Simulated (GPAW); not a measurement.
The system is ZnO (zincite).

```
Zn O
1.0
     3.24931    0.00000    0.00000
    -1.62465    2.81398    0.00000
     0.00000    0.00000    5.20571
Zn O
2 2
Cartesian
  1.6247 0.9380 0.0000
  0.0000 1.8760 2.6029
  0.0000 1.8760 4.5759
  1.6247 0.9380 1.9730
```

* Program: GPAW 26.7.0
* Task: relaxation of cell and atoms
* Functional: PBEsol
* Dispersion: D3
* Potentials or basis: PAW data sets generated in the run's folder for this functional
* Cutoff: 800 eV
* Basis: pw
* k mesh: 6 × 6 × 3
* Occupations: fermi-dirac, width 0.05 eV
* Spin: no spin polarisation

At the start: pressure -3.0 GPa; volume 11.90 Å³/atom.

**Question.** Where does the relaxation end?

**Answer.** Over 4 steps the energy falls by 2.4 meV/atom and the volume is 11.66 Å³/atom (-2.0 %); space group P6_3mc (No. 186, to 0.05 Å).

Step by step:
```csv
step,energy change (eV),largest force (eV/Å),pressure (GPa),volume (Å³)
1,0.0000,0.0646,-2.97,47.60
2,-0.0022,0.0495,-2.66,47.49
3,-0.0094,0.0531,-0.22,46.66
4,-0.0096,0.0423,-0.22,46.66
```

Final structure:
```cif
data_structure
_symmetry_space_group_name_H-M 'P 1'
_symmetry_Int_Tables_number 1
_cell_length_a 3.2243
_cell_length_b 3.2243
_cell_length_c 5.1824
_cell_angle_alpha 90.000
_cell_angle_beta 90.000
_cell_angle_gamma 120.000
_cell_volume 46.66
loop_
_atom_site_label
_atom_site_type_symbol
_atom_site_fract_x
_atom_site_fract_y
_atom_site_fract_z
_atom_site_occupancy
Zn1 Zn 0.66667 0.33333 0.99884 1
Zn2 Zn 0.33333 0.66667 0.49884 1
O1 O 0.33333 0.66667 0.88016 1
O2 O 0.66667 0.33333 0.38016 1
```

Caveat: the k mesh is coarse; later steps reuse the first step's grids.
